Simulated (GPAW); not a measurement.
# Se K ELNES/XANES of zinc-blende (ZnSe)₁₋ₓ(CdSe)ₓ at x = 1 from DFT, part 2 of 2

Aim: the Se K edge in zinc-blende (ZnSe)₁₋ₓ(CdSe)ₓ at x = 1, one member of a composition series.

GPAW 26.7.0; X-ray absorption from dipole matrix elements to empty bands, plane-wave PAW revPBE.

So far. Step 2 (Ground state of the crystal): The mesh shows a gap of 0.76 eV. The excited electron is kept all the same, so that all members of the series, with or without a gap, are treated alike.

## Step 4: Spectrum with XCH, Se atom 2

The holes are 8.6 Å apart. In GPAW the data set carries the hole's charge, so charge=0 means a charged cell and charge=-1 a neutral one. The excited electron is kept in the cell, where it fills the lowest empty states and screens the hole. After the field has converged, empty bands are computed with the density fixed and the dipole matrix elements are summed.

The absorber has 4 Cd at 2.62 Å (tetrahedral).

Input file xas.py:

```python
import numpy as np
from ase import Atoms
from ase.parallel import parprint, paropen
from gpaw import GPAW, PW, FermiDirac, Mixer, MixerDif, setup_paths
from gpaw.test import gen
setup_paths.insert(0, '.')
gen('Se', name='fch1s', xcname='revPBE', corehole=(1, 0, 1), write_xml=True)
from gpaw.mpi import world
world.barrier()

atoms = Atoms('CdSeCdSeCdSeCdSeCdSeCdSeCdSeCdSe',
    cell=[[0, 6.05, 6.05],
     [6.05, 0, 6.05],
     [6.05, 6.05, 0]],
    scaled_positions=[[0, 0, 0],
     [0.125, 0.125, 0.125],
     [0, 0, 0.5],
     [0.125, 0.125, 0.625],
     [0, 0.5, 0],
     [0.125, 0.625, 0.125],
     [0, 0.5, 0.5],
     [0.125, 0.625, 0.625],
     [0.5, 0, 0],
     [0.625, 0.125, 0.125],
     [0.5, 0, 0.5],
     [0.625, 0.125, 0.625],
     [0.5, 0.5, 0],
     [0.625, 0.625, 0.125],
     [0.5, 0.5, 0.5],
     [0.625, 0.625, 0.625]],
    pbc=True)
atoms.calc = calc = GPAW(legacy_gpaw=True, mode=PW(400, force_complex_dtype=True), xc='revPBE', setups={1: 'fch1s'},
    kpts={'size': (3, 3, 3), 'gamma': True}, occupations=FermiDirac(0.04),
    charge=-1, mixer=Mixer(0.1, 5, 50), maxiter=150,
    convergence={'density': 0.0001, 'eigenstates': 1e-6}, txt='scf.txt')
energy = atoms.get_potential_energy() + calc.get_reference_energy()
ef = calc.get_fermi_level()
out = dict(energy=energy, fermi=ef, forces=atoms.get_forces().tolist())
parprint(f'all-electron energy {energy:.4f} eV, Fermi level {ef:.4f} eV')
ev = np.array([[calc.get_eigenvalues(k, s) for k in range(len(calc.get_ibz_k_points()))] for s in range(calc.get_number_of_spins())])
out['homo'], out['lumo'], out['counts'] = ev[ev < ef].max(), ev[ev > ef].min(), sorted(set((ev < ef).sum((0, 2)).tolist()))
out['filled'] = (ev[:, 0] < ef).sum(1).tolist()

from ase.units import Ha
from gpaw.xas import dipole_matrix_elements
nb = int(calc.get_number_of_electrons() / 2) + 226
top, nb = nb, nb + 8 + nb // 12
nscf = calc.fixed_density(kpts={'size': (4, 4, 4), 'gamma': True}, nbands=nb,
    convergence={'bands': top, 'eigenstates': 5e-3}, maxiter=60, txt='nscf.txt')
cell = atoms.cell.array
ops = [cell.T @ U.T @ np.linalg.inv(cell.T) for U in nscf.wfs.kd.symmetry.op_scc]
filled = [72]  # bands filled in the ground state, by spin
E = np.arange(-6, 30, 0.1)
fwhm = np.interp(E, [4, 25], [2.33, 3.5])
Y, X, zero, highest = 0, 0, 1e9, 1e9
for spin in range(nscf.get_number_of_spins()):
    wfs = nscf.wfs
    mine = wfs.bd.get_slice()  # this rank's bands
    A = dipole_matrix_elements(wfs.setups[1])
    eps = np.zeros((wfs.kd.nibzkpts, nb))
    d = np.zeros((3, A.shape[1], wfs.kd.nibzkpts, nb), complex)
    for kpt in wfs.kpt_u:
        if kpt.s == spin and 1 in kpt.P_ani:
            eps[kpt.k, mine] = kpt.eps_n * Ha
            d[:, :, kpt.k, mine] = (kpt.weight * wfs.nspins / 2) ** 0.5 * np.inner(A, kpt.P_ani[1])
    world.sum(eps)
    world.sum(d)
    T = np.einsum('amkn,bmkn->abkn', d, d.conj()).real
    T = sum(np.einsum('ai,ijkn,bj->abkn', R, T, R) for R in ops) / len(ops)
    empty = np.ones_like(eps, bool) & (np.arange(nb) >= filled[spin])
    zero, highest = min(zero, eps[empty].min()), min(highest, eps[:, top - 1].min())
    lines = [(eps, T, empty)] if spin == 0 else lines + [(eps, T, empty)]
for eps, T, empty in lines:
    f = np.einsum('aakn->akn', T).reshape(3, -1)
    x = eps.ravel() - zero
    w = np.interp(x, E, fwhm) / 2.35482
    g = np.exp(-0.5 * ((E[:, None] - x) / w) ** 2) / (w * (2 * np.pi) ** 0.5)
    Y = Y + (f * empty.ravel()) @ g.T
    X = X + (f * ~empty.ravel()) @ g.T
out.update(E=E.round(2).tolist(), xas=Y.tolist(), xes=X.tolist(), zero=zero, valid=highest - zero, nk=len(eps), nb=nb)
for i in range(0, len(E), 10):
    parprint(f'{E[i]:7.2f}', *(f'{v:10.3e}' for v in Y[:, i]))
import json
with paropen('out.json', 'w') as f:
    json.dump(out, f)
```

On the command line:

```console
$ OMP_NUM_THREADS=1 mpirun -n 4 gpaw python xas.py
```

Numbers of over 12 decimals in the logs are rounded to 6 here.

What it wrote:

```text
Input parameters:
  charge: -1
  convergence: {density: 0.0001,
                eigenstates: 1e-06}
  kpts: {gamma: True,
         size: (3, 3, 3)}
  maxiter: 150
  mixer: {backend: pulay,
          beta: 0.1,
          method: separate,
          nmaxold: 5,
          weight: 50}
  mode: {ecut: 400.0,
         force_complex_dtype: True,
         name: pw}
  occupations: {fixmagmom: False,
                name: fermi-dirac,
                width: 0.04}
  setups: {1: fch1s}
  xc: revPBE

Initialize ...

[... PAW data sets ...]

Reference energy: -1733595.370731  # eV

Spin-paired calculation

[... convergence settings ...]
Symmetries present (total): 6
  [... symmetry matrices ...]

27 k-points: 3 x 3 x 3 Monkhorst-Pack grid
6 k-points in the irreducible part of the Brillouin zone
       k-points in crystal coordinates                weights
   0:     0.00000000    0.00000000    0.00000000          1/27
   1:     0.33333333    0.00000000   -0.33333333          6/27
   2:     0.33333333    0.00000000    0.00000000          6/27
   3:     0.33333333    0.33333333   -0.33333333          6/27
   4:     0.33333333    0.33333333    0.00000000          6/27
   5:     0.33333333    0.33333333    0.33333333          2/27

Wave functions: Plane wave expansion
  Cutoff energy: 400.000 eV
  Number of coefficients (min, max): 7991, 8080
  Pulay-stress correction: 0.000000 eV/Ang^3 (de/decut=0.000000)
  Using FFTW library
  Wavefunction extrapolation:
    Improved wavefunction reuse through dual PAW basis

Occupation numbers: Fermi-Dirac:
  width: 0.0400  # eV

Eigensolver
   Davidson(niter=2)

Densities:
  Coarse grid: 40*40*40 grid
  Fine grid: 80*80*80 grid
  Total Charge: 0.000000

Density mixing:
  Method: separate
  Backend: pulay
  Linear mixing parameter: 0.1
  old densities: 5
  Width of damping distribution: 1.1
  Damping of long wavelength oscillations: 50

[... Hamiltonian set-up ...]
Number of atoms: 16
Number of atomic orbitals: 104
Number of bands in calculation: 91
Number of valence electrons: 145
Bands to converge: occupied

... initialized

Initializing position-dependent things.

Density initialized from atomic densities
Creating initial wave functions:
  91 bands from LCAO basis set

                              Se
                     Se
                         Cd
                       Se
                Cd
             Se             Se
                  Cd
                   Se
         Cd             Cd
                     Se
              Cd
            Se
                Cd
       Cd

Atomic positions and initial magnetic moments

Positions:
   0 Cd     0.000000    0.000000    0.000000    ( 0.0000,  0.0000,  0.0000)
   1 Se     1.512500    1.512500    1.512500    ( 0.0000,  0.0000,  0.0000)
   2 Cd     3.025000    3.025000    0.000000    ( 0.0000,  0.0000,  0.0000)
   3 Se     4.537500    4.537500    1.512500    ( 0.0000,  0.0000,  0.0000)
   4 Cd     3.025000    0.000000    3.025000    ( 0.0000,  0.0000,  0.0000)
   5 Se     4.537500    1.512500    4.537500    ( 0.0000,  0.0000,  0.0000)
   6 Cd     6.050000    3.025000    3.025000    ( 0.0000,  0.0000,  0.0000)
[...]
13 Se     4.537500    4.537500    7.562500    ( 0.0000,  0.0000,  0.0000)
  14 Cd     6.050000    6.050000    6.050000    ( 0.0000,  0.0000,  0.0000)
  15 Se     7.562500    7.562500    7.562500    ( 0.0000,  0.0000,  0.0000)

Unit cell:
           periodic     x           y           z      points  spacing
  1. axis:    yes    0.000000    6.050000    6.050000    40     0.1746
  2. axis:    yes    6.050000    0.000000    6.050000    40     0.1746
  3. axis:    yes    6.050000    6.050000    0.000000    40     0.1746

  Lengths:   8.555992   8.555992   8.555992
  Angles:   60.000000  60.000000  60.000000

Effective grid spacing dv^(1/3) = 0.1906

iter:   1   -53.771870
iter:   2   -51.729305   -2.00  -1.20
iter:   3   -48.818961   -1.14  -1.27
iter:   4   -48.810496   -2.98  -1.59
iter:   5   -48.834624c  -2.78  -1.61
iter:   6   -48.753033   -3.05  -2.23
iter:   7   -48.746212   -3.43  -2.35
iter:   8   -48.744372c  -4.48  -2.89
iter:   9   -48.744614c  -4.56  -3.07
iter:  10   -48.744412c  -5.31  -3.18
iter:  11   -48.744413c  -6.54c -3.50
iter:  12   -48.744470c  -6.02c -3.56
iter:  13   -48.744468c  -6.83c -3.92
iter:  14   -48.744469c  -7.06c -4.03c

Converged after 14 iterations.

Dipole moment: (-26.587723, -26.587723, -26.587723) |e|*Ang

Energy contributions relative to reference atoms: (reference = -1733595.370731)

Kinetic:       +219.389186
Potential:     -200.478775
External:        +0.000000
XC:             -68.537116
Entropy (-ST):   -0.016017
Local:           +0.890245
SIC:             +0.000000
--------------------------
Free energy:    -48.752478
Extrapolated:   -48.744469

Showing only first 2 kpts
 Kpt  Band  Eigenvalues  Occupancy
  0    70      3.89220    2.00000
  0    71      3.89220    2.00000
  0    72      4.45639    2.00000
  0    73      6.13702    1.31897

  1    70      2.98555    2.00000
  1    71      3.55485    2.00000
  1    72      6.57866    0.00006
[...]
Fermi level: 6.16346

No gap
No difference between direct/indirect transitions

Forces in eV/Ang:
  0 Cd   -0.56094   -0.56094   -0.56094
  1 Se    0.00002    0.00002    0.00002
  2 Cd    0.56096    0.56096   -0.56095
  3 Se   -0.00002   -0.00002    0.03480
  4 Cd    0.56096   -0.56095    0.56096
  5 Se   -0.00002    0.03480   -0.00002
  6 Cd    0.04214   -0.04210   -0.04210
[...]
13 Se   -0.00003   -0.00003   -0.03484
 14 Cd    0.04213    0.04213    0.04213
 15 Se   -0.00006   -0.00006   -0.00006
Scalar-relativistic atomic revPBE calculation for Se (Selenium, Z=34)
Core hole in 1s state (1s occupation: 1.0)
600 radial gridpoints.
|------------------------------------------------|
|------------------------------------------------|
[... the atom generator's iteration count ...]

Energy contributions:
-------------------------
Kinetic:    +1995.481574
XC:           -77.482639
Potential:  -3880.559657
-------------------------
Total:      -1962.560722

state      eigenvalue         ekin         rmax
-----------------------------------------------
1s^1.0 :  -474.677942   596.411018        0.029
2s^2.0 :   -62.893961   119.786899        0.161
2p^6.0 :   -56.458666   117.817713        0.128
3s^2.0 :    -8.982518    28.659067        0.489
3p^6.0 :    -6.776275    26.373243        0.482
3d^10.0:    -2.886747    21.574641        0.430
4s^2.0 :    -1.097571     4.389186        1.424
4p^4.0 :    -0.642289     3.127028        1.630
-----------------------------------------------
(units: Bohr and Hartree)

Generating PAW setup
Kinetic energy of the core from tauc = 1996.649914
Cutoffs:
rc(s)=1.600
rc(p)=1.900
rc(d)=1.600
rc(vbar)=1.440
rc(comp)=1.600
rc(nct)=1.900

Kinetic energy of the core states: 1974.195091
Charge: 1.0
Core electrons: 27.0
Valence electrons: 6.0
Pseudo-core charge: 0.682407
Shape function alpha=3.906
Pseudo-electron charge 7.106942
state    eigenvalue         norm
--------------------------------
4s(2) :    -1.097571     1.139353
*s    :    -0.097571
4p(4) :    -0.642289     1.036457
*p    :     0.357711
*d    :     0.000000
--------------------------------

Diagonalizing with gridspacing h=0.050

state   all-electron     PAW
-------------------------------
4s:      -1.097571    -1.098211
4p:      -0.642289    -0.642865
*d:                   -0.134155
*f:                   -0.020051
-------------------------------
all-electron energy -1733644.1152 eV, Fermi level 6.1635 eV
[...]
27.00  8.028e-08  8.028e-08  8.028e-08
  28.00  8.647e-08  8.647e-08  8.647e-08
  29.00  9.290e-08  9.290e-08  9.290e-08
```

Run time: 4.3 min. Hardware: 4 MPI ranks of Arm Neoverse V2, shared host; peak memory 0.65 GiB; 17 min of CPU time.

The Se K spectrum, Se atom 2, excited-electron core hole (neutral cell) (energy from the bottom of the conduction band, which holds the excited electron; intensity scaled to a mean of 1 over the first 20 eV):

```
E (eV)  intensity
  -2.0       0.00
  -1.4       0.00
  -0.8       0.02
  -0.2       0.06
   0.4       0.18
   1.0       0.39
   1.6       0.72
   2.2       1.07
   2.8       1.35
   3.4       1.47
   4.0       1.46
   4.6       1.43
   5.2       1.44
   5.8       1.49
   6.4       1.51
   7.0       1.44
   7.6       1.30
   8.2       1.13
   8.8       0.95
   9.4       0.77
  10.0       0.61
  10.6       0.52
  11.2       0.54
  11.8       0.64
  12.4       0.80
  13.0       0.96
  13.6       1.09
  14.2       1.15
  14.8       1.16
  15.4       1.12
  16.0       1.05
  16.6       0.98
  17.2       0.90
  17.8       0.85
  18.4       0.82
  19.0       0.84
  19.6       0.88
  20.2       0.93
  20.8       0.97
  21.4       1.00
  22.0       1.03
  22.6       1.07
  23.2       1.09
  23.8       1.10
  24.4       1.08
  25.0       1.04
  25.6       0.99
  26.2       0.97
  26.8       0.98
  27.4       1.01
  28.0       1.06
  28.6       1.11
  29.2       1.15
  29.8       1.17
```

Main maxima below 29 eV (height): 3.6 eV (1.48), 6.2 eV (1.51), 14.6 eV (1.16) and 23.6 eV (1.10). A K edge sees empty p states on the absorber.

The energy difference (zero at 12695 eV) isn't read as a photon energy: for so heavy an absorber the terms left out (the hole's spin, the functional's error) amount to tens of eV or more.

## Step 5: Summary of results

```
absorber and edge             : Se K, atom 2 of the ground-state input (counted from 1)
surroundings                  : 4 Cd at 2.62 Å (tetrahedral)
highest intensity below 24 eV : 6.2 eV above the zero, height 1.51
```

What this shows: The Se K edge of atom 2, with 4 Cd at 2.62 Å (tetrahedral), has its highest intensity of the first 24 eV at 6.2 eV above the zero, 1.5 times the mean level of the first 20 eV (Gaussian full width 2.33 eV up to 4 eV, rising linearly to 3.5 eV at 25 eV). The script folds with a Gaussian, whereas the core hole's own line is a Lorentzian, so the onset is too steep and the first peak too high.

[Banner, clock and machine lines of the logs are left out without a mark of their own.]

[Logs are printed without paths, hosts, clocks, repeated set-up lines and the standing remarks that a program may print on its own settings, such as how far it seeks lower states.]

[Hosts, paths, dates, database ids (printed as entryN), source tags and the programs' standing remarks are cut or masked in the printed files.]

[Lists of maxima count a maximum above −3 eV only where it reaches 4 % of the highest in the window and stands out from its surroundings by 2 % of it (1.5 % where it reaches 55 %); shoulders and weaker maxima are passed over, and of the rest the first, up to two pre-edge ones and the few strongest are named.]
